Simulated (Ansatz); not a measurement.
**What a change of settings does to a run on AlNi**

The cell is COD entry 9008802, as deposited and not checked against the literature; nothing was relaxed. The listed cell was then made from it by scaling, straining or moving an atom.

First run: DFT, PBE, PAW with Ansatz's default frozen-core files, scalar-relativistic (Ansatz 0.2.0).

Command: `ansatz run input.yaml --threads 1 --pin off --max-ram 3072MiB --backend cpu --events-out ev --progress --plain --runs-dir out` The run took about 5 s on 1 thread of a shared machine.

```yaml
crystal:
  lattice:
    - [2.9000800262, 0.0, 0.0]
    - [0.0, 2.9000800262, 0.0]
    - [0.0, 0.0, 2.9000800262]
  atoms:
    - { symbol: Al, position: [0.0, 0.0, 0.0] }
    - { symbol: Ni, position: [0.5, 0.5, 0.5], spin: 1.5 }
magnetization:
  spin_polarized: true
kpoints:
  mp_grid: { grid: [14, 14, 14] }
scf:
  occupations: { method: fermi_dirac, width: 0.03 }
hamiltonian:
  xc: pbe
  pseudopotentials: { kind: paw }
output:
  forces: true
  stress: true
  eigenvalues: true
  efg: { contact_densities: true }
```

Result: converged; pressure -1.12 GPa; moment 0.00 μB; 11 SCF iterations.

The input is then changed:

```diff
@@ -12,8 +12,9 @@
   mp_grid: { grid: [14, 14, 14] }
 scf:
-  occupations: { method: fermi_dirac, width: 0.03 }
+  occupations: { method: fermi_dirac, width: 0.005 }
+  mixing: { preconditioner: kerker }
 hamiltonian:
   xc: pbe
-  pseudopotentials: { kind: paw }
+  pseudopotentials: { kind: nc }
 output:
   forces: true
```

(1) What does the second run give?

Answers

(1) It was refused before any iteration. The program says:
```
Error: output.efg without hamiltonian.pseudopotentials.kind: paw|paw_fr|all_electron or hamiltonian.pseudopotentials.kind: all_electron — the all-electron EFG reconstruction needs the PAW one-centre densities; drop the efg request, or set kind: paw (paw_fr under spin-orbit coupling) (under a functional that reads the kinetic-energy density, kind: paw is refused in some combinations and carries risks of its own in the rest: see hamiltonian.xc for the refusals and hamiltonian.pseudopotentials.kind for the risks, both in the input reference; kind: paw is refused beside gw.static_remainder)
```
